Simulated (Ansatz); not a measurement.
Moving the pressure in SiC

The cell as given:

The structure is cubic, space group F-43m (No. 216). The conventional cell has a = 4.358 Å, b = 4.358 Å, c = 4.358 Å, α = 90.00°, β = 90.00°, γ = 90.00°. Si (site symmetry -43m) is surrounded by 4 C at 1.89 Å. C (site symmetry -43m) is surrounded by 4 Si at 1.89 Å.

Kept alike: task relaxation of cell and atoms; functional PBEsol; k mesh 10 × 10 × 10; occupations fermi-dirac, width 0.05 eV; no spin polarisation. Program: Ansatz, Ansatz PAW, cutoff 420 eV. The mesh is that of the run's cell of 2 atoms. No spin-orbit coupling.

```csv
"pressure, P (GPa)",band gap (eV),volume (Å³/atom)
0,1.243,10.338
2,1.235,10.247
5,1.224,10.116
10,1.205,9.916
20,1.169,9.565
30,1.137,9.264
```

Gaps hold for each row's own relaxed cell. The relaxations keep at least the cell's symmetry (F-43m). The runs follow the start's structure, whether or not it is the stable one at these pressures. Ansatz's relaxations hold a Pulay term in the stress (up to 0.3 GPa here). A gap read on the mesh alone can miss an edge between its points. All rows use potentials made for PBE.

The band gap falls from 1.243 to 1.137 eV between 0 and 30 GPa. The volume falls from 10.338 to 9.264 Å³/atom between 0 and 30 GPa. The volume falls ever more slowly, since the solid stiffens under load. At the pressures aimed at, which the runs meet within some tenths of a GPa, the step from 0 to 5 GPa gives a mean bulk modulus near 230 GPa, the last step 313 GPa.
